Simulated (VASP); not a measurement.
Here is a VASP 6.6.1 calculation.

Contents of INCAR:

```
SYSTEM = MoS2
  ALGO = Fast
  DIPOL = 0.5 0.5 0.285
  EDIFF = 1E-6
  ENCUT = 520
  GGA = PS
  IDIPOL = 3
  ISIF = 2
  ISMEAR = 0
  IVDW = 13
  LASPH = .TRUE.
  LCHARG = .FALSE.
  LDIPOL = .TRUE.
  LREAL = .FALSE.
  LWAVE = .FALSE.
  NBANDS = 20
  NELM = 100
  PREC = Accurate
  SIGMA = 0.03
```

The input KPOINTS:

```
k-points
0
G
  12 12 1
  0 0 0
```

Contents of POSCAR:

```
MoS2
1.0
    3.1251712243      0.0000000000      0.0000000000
   -1.5625856121      2.7064776714      0.0000000000
    0.0000000000      0.0000000000     30.0399999981
S Mo
2 1
Direct
    0.6666666667      0.3333333333      0.2329752638
    0.6666666667      0.3333333333      0.3369315272
    0.3333333333      0.6666666667      0.2849533955
```

Potentials or basis: VASP PAW PBE potentials, release 64 (S, Mo_sv).

Run with:

```bash
$ cat potpaw_PBE.64/S/POTCAR potpaw_PBE.64/Mo_sv/POTCAR > POTCAR
$ mpirun -np 1 vasp_std > vasp.out
```

(1) What does it give for the dispersion energy per atom?

(2) Estimate the band gap on the k mesh.

(3) Estimate the largest force.

Answers

(1) -0.171 eV.

(2) 1.87 eV, direct.

(3) 0.004 eV/Å.

Caveat: the PAW data sets were made with another functional, which shifts forces and pressure a little.
